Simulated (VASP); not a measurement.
# InSb (F-43m) in VASP: notebook, part 2 of 2

VASP 6.6.1. Earlier steps stand in the parts before.

### Step 3. Relaxation of cell and atoms, PBE

This run uses another cell than the first one, of 36.49 Å³/atom, 1.074 times its volume.

INCAR

```
SYSTEM = InSb
PREC = Accurate
ENCUT = 600
EDIFF = 1E-7
ISMEAR = 0
SIGMA = 0.03
LREAL = .False.
LASPH = .True.
NELM = 80
ALGO = Normal
ISIF = 3
LWAVE = .False.
LCHARG = .False.
GGA = PE
IBRION = 2
NSW = 90
EDIFFG = -0.005
```

KPOINTS

```
regular mesh
0
Gamma
  10 10 10
  0 0 0
```

POSCAR

```
InSb                                    
1.0
    0.0000000000      3.3168267494      3.3168267494
    3.3168267494     -0.0000000000      3.3168267494
    3.3168267494      3.3168267494      0.0000000000
  In              Sb            
     1     1
Direct
     0.0000000000000000    0.0000000000000000    0.0000000000000000
     0.2500000000000000    0.2500000000000000    0.2500000000000000
```

Potentials or basis: VASP PAW PBE potentials, release 64 (In_d, Sb).

Run with:

```
> cat potpaw_PBE.64/In_d/POTCAR potpaw_PBE.64/Sb/POTCAR > POTCAR
> mpirun -np 1 vasp_std > vasp.out
```

OUTCAR:

```text
SYSTEM = InSb
   PREC = Accurate
   ENCUT = 600
   EDIFF = 1E-7
   ISMEAR = 0
   LREAL = .False.
   LASPH = .True.
   NELM = 80
   ISIF = 3
   GGA = PE
   IBRION = 2
   NSW = 90
   EDIFFG = -0.005

 ion  position               nearest neighbor table
   1  0.000  0.000  0.000-   2 2.87   2 2.87   2 2.87   2 2.87
   2  0.250  0.250  0.250-   1 2.87   1 2.87   1 2.87   1 2.87

  LATTYP: Found a face centered cubic cell.
 ALAT       =     6.6336534988

  Lattice vectors:

 A1 = (   0.0000000000,   3.3168267494,   3.3168267494)
 A2 = (   3.3168267494,   0.0000000000,   3.3168267494)
 A3 = (   3.3168267494,   3.3168267494,   0.0000000000)

Analysis of symmetry for initial positions (statically):
=====================================================================
 Subroutine PRICEL returns:
 Original cell was already a primitive cell.

 Routine SETGRP: Setting up the symmetry group for a
 face centered cubic supercell.

 Subroutine GETGRP returns: Found 24 space group operations
 (whereof 24 operations were pure point group operations)
 out of a pool of 48 trial point group operations.

The static configuration has the point symmetry T_d .

Analysis of symmetry for dynamics (positions and initial velocities):
=====================================================================
 Subroutine PRICEL returns:
 Original cell was already a primitive cell.

 Routine SETGRP: Setting up the symmetry group for a
 face centered cubic supercell.

 Subroutine GETGRP returns: Found 24 space group operations
 (whereof 24 operations were pure point group operations)
 out of a pool of 48 trial point group operations.

The dynamic configuration has the point symmetry T_d .

 Subroutine INISYM returns: Found 24 space group operations
 (whereof 24 operations are pure point group operations),
 and found     1 'primitive' translations

----------------------------------------------------------------------------------------

                                     Primitive cell

  volume of cell :      72.9791

  direct lattice vectors                    reciprocal lattice vectors
     0.000000000  3.316826749  3.316826749    -0.150746493  0.150746493  0.150746493
     3.316826749  0.000000000  3.316826749     0.150746493 -0.150746493  0.150746493
     3.316826749  3.316826749  0.000000000     0.150746493  0.150746493 -0.150746493

  length of vectors
     4.690701373  4.690701373  4.690701373     0.261100585  0.261100585  0.261100585

  position of ions in fractional coordinates (direct lattice)
     0.000000000  0.000000000  0.000000000
     0.250000000  0.250000000  0.250000000

  ion indices of the primitive-cell ions
   primitive index   ion index
                 1           1
                 2           2

----------------------------------------------------------------------------------------

[... 114 lines left out ...]
  ---------------------------------------------------
  ext. energy  EPLUGINS =         0.00000000
  ---------------------------------------------------
  free energy    TOTEN  =        -6.95219046 eV

  energy without entropy =       -6.95214418  energy(sigma->0) =       -6.95216732

------------------------ aborting loop because EDIFF is reached ----------------------------------------

  FORCE on cell =-STRESS in cart. coord.  units (eV):
  Direction    XX          YY          ZZ          XY          YZ          ZX
  --------------------------------------------------------------------------------------
  -------------------------------------------------------------------------------------
  Total        0.0101607      0.0101607      0.0101607     -0.0000000      0.0000000      0.0000000
  in kB        0.2230665      0.2230665      0.2230665     -0.0000000      0.0000000      0.0000000
  external PRESSURE =       0.2230665 kB  Pullay stress =       0.0000000 kB

 VOLUME and BASIS-vectors are now :
 -----------------------------------------------------------------------------
  energy-cutoff  :      600.00
  volume of cell :       72.98
      direct lattice vectors                 reciprocal lattice vectors
     0.000000000  3.316826749  3.316826749    -0.150746493  0.150746493  0.150746493
     3.316826749  0.000000000  3.316826749     0.150746493 -0.150746493  0.150746493
     3.316826749  3.316826749  0.000000000     0.150746493  0.150746493 -0.150746493

 POSITION                                       TOTAL-FORCE (eV/Angst)
 -----------------------------------------------------------------------------------
      0.00000      0.00000      0.00000        -0.000000     -0.000000      0.000000
      1.65841      1.65841      1.65841         0.000000      0.000000     -0.000000
 -----------------------------------------------------------------------------------
    total drift:                               -0.000000     -0.000000     -0.000000

  FREE ENERGIE OF THE ION-ELECTRON SYSTEM (eV)
  ---------------------------------------------------
  free  energy   TOTEN  =        -6.9521904612 eV

  energy  without entropy=       -6.9521441825  energy(sigma->0) =       -6.95216732

--------------------------------------- Ionic step        2  -------------------------------------------

 number of electron      18.0000000 magnetization

 Free energy of the ion-electron system (eV)
  ---------------------------------------------------
  ext. energy  EPLUGINS =         0.00000000
  ---------------------------------------------------
  free energy    TOTEN  =        -6.95219189 eV

  energy without entropy =       -6.95214561  energy(sigma->0) =       -6.95216875

 E-fermi :   4.3876     XC(G=0):  -8.3827

 val. band max:        4.3784489777   @ k =   0.0000   0.0000   0.0000
 cond. band min:       4.7970535434   @ k =   0.5000   0.0000   0.0000
 fundamental gap:      0.4186045657
 Fermi energy:         4.3875859843

 k-point     1 :       0.0000    0.0000    0.0000
  band No.  band energies     occupation
      1     -10.0900      2.00000
      2     -10.0900      2.00000
      3     -10.0900      2.00000
      4     -10.0232      2.00000
      5     -10.0232      2.00000
      6      -5.9074      2.00000
      7       3.7874      2.00000
      8       4.3784      1.33334
      9       4.3784      1.33333
     10       4.3784      1.33333
     11       7.3439      0.00000
     12       7.3439      0.00000
     13       7.3439      0.00000
[... 354 lines left out ...]
  band No.  band energies     occupation
      1     -10.1377      2.00000
      2     -10.0649      2.00000
      3     -10.0642      2.00000
      4     -10.0330      2.00000
      5     -10.0178      2.00000
      6      -4.6994      2.00000
      7      -0.4243      2.00000
      8       2.4429      2.00000
      9       2.6708      2.00000
     10       5.9401      0.00000
     11       6.6531      0.00000
     12      10.0166      0.00000
     13      10.5173      0.00000

 [... further k-points ...]

------------------------ aborting loop because EDIFF is reached ----------------------------------------

  FORCE on cell =-STRESS in cart. coord.  units (eV):
  Direction    XX          YY          ZZ          XY          YZ          ZX
  --------------------------------------------------------------------------------------
  -------------------------------------------------------------------------------------
  Total       -0.0023714     -0.0023714     -0.0023714      0.0000000     -0.0000000      0.0000000
  in kB       -0.0520242     -0.0520242     -0.0520242      0.0000000     -0.0000000      0.0000000
  external PRESSURE =      -0.0520242 kB  Pullay stress =       0.0000000 kB

 VOLUME and BASIS-vectors are now :
 -----------------------------------------------------------------------------
  energy-cutoff  :      600.00
  volume of cell :       73.03
      direct lattice vectors                 reciprocal lattice vectors
     0.000000000  3.317639666  3.317639666    -0.150709556  0.150709556  0.150709556
     3.317639666 -0.000000000  3.317639666     0.150709556 -0.150709556  0.150709556
     3.317639666  3.317639666 -0.000000000     0.150709556  0.150709556 -0.150709556

 POSITION                                       TOTAL-FORCE (eV/Angst)
 -----------------------------------------------------------------------------------
      3.31764      3.31764     -0.00000        -0.000000     -0.000000     -0.000000
      1.65882      1.65882      1.65882         0.000000      0.000000      0.000000
 -----------------------------------------------------------------------------------
    total drift:                               -0.000000     -0.000000     -0.000000

  FREE ENERGIE OF THE ION-ELECTRON SYSTEM (eV)
  ---------------------------------------------------
  free  energy   TOTEN  =        -6.9521918904 eV

  energy  without entropy=       -6.9521456117  energy(sigma->0) =       -6.95216875

 reached required accuracy - stopping structural energy minimisation
```

OSZICAR:

```text
N       E                     dE             d eps       ncg     rms          rms(c)
DAV:   1     0.113452500127E+03    0.11345E+03   -0.87211E+03  1227   0.150E+03
DAV:   2     0.663484566451E+00   -0.11279E+03   -0.11044E+03  1292   0.315E+02
DAV:   3    -0.684203407763E+01   -0.75055E+01   -0.74647E+01  1602   0.876E+01
DAV:   4    -0.703937807028E+01   -0.19734E+00   -0.19726E+00  1438   0.167E+01
[... 14 lines left out ...]
DAV:   3    -0.695219421146E+01    0.13259E-04   -0.39369E-05  1622   0.125E-01    0.103E-02
DAV:   4    -0.695219340322E+01    0.80823E-06   -0.11886E-06  1242   0.111E-02    0.687E-03
DAV:   5    -0.695219237663E+01    0.10266E-05   -0.19006E-07  1314   0.422E-03    0.303E-03
DAV:   6    -0.695219185680E+01    0.51983E-06   -0.48360E-08   714   0.256E-03    0.455E-04
DAV:   7    -0.695219189045E+01   -0.33645E-07   -0.12573E-08   611   0.192E-03
   2 F= -.69521919E+01 E0= -.69521688E+01  d E =-.142929E-05
```

CONTCAR:

```text
InSb
   1.00000000000000
     0.0000000000000000    3.3176396663064454    3.3176396663064454
     3.3176396663064454   -0.0000000000000000    3.3176396663064454
     3.3176396663064454    3.3176396663064454   -0.0000000000000000
  In              Sb
     1     1
Direct
     0.0000000000000000    0.0000000000000000    1.0000000000000000
     0.2500000000000000    0.2500000000000000    0.2500000000000000

  0.00000000E+00  0.00000000E+00  0.00000000E+00
  0.00000000E+00  0.00000000E+00  0.00000000E+00
```

Run time: 36 s. Hardware: 1 thread of Intel Xeon 6975P-C (Granite Rapids), shared host; peak memory 0.27 GiB.

Results:

```
Free energy                            : -6.9522 eV
Relaxed volume                         : 36.52 Å³/atom
Relaxed cell                           : a = 4.692 Å, b = 4.692 Å, c = 4.692 Å, α = 60.00°, β = 60.00°, γ = 60.00°
Space group after relaxing (to 0.05 Å) : F-43m (No. 216)
Energy gained by relaxing              : 0.0 meV/atom
Ionic steps                            : 2
Pressure after relaxing                : 0.0 GPa
Band gap on the k mesh                 : none (metal or under the smearing width)
```

Final structure:
```yaml
crystal:
  lattice:
    - [0.00000, 3.31764, 3.31764]
    - [3.31764, 0.00000, 3.31764]
    - [3.31764, 3.31764, 0.00000]
  atoms:
    - { symbol: In, position: [0.00000, 0.00000, 0.00000] }
    - { symbol: Sb, position: [0.25000, 0.25000, 0.25000] }
```

Levels at points of the mesh, in eV from the Fermi level:
```tsv
k point	band 6	band 7	band 8	band 9	band 10	band 11	band 12	band 13
(0.00, 0.00, 0.00)	-10.29	-0.60	-0.01	-0.01	-0.01	2.96	2.96	2.96
(0.50, 0.00, 0.00)	-9.10	-5.31	-0.91	-0.91	0.41	3.79	3.79	6.11
(0.50, 0.50, 0.00)	-8.58	-5.63	-2.04	-2.04	1.35	1.46	7.72	7.72
```

Caveat: this crystal is a semiconductor, whose small gap the functional closes, so the metal is an error of the method.
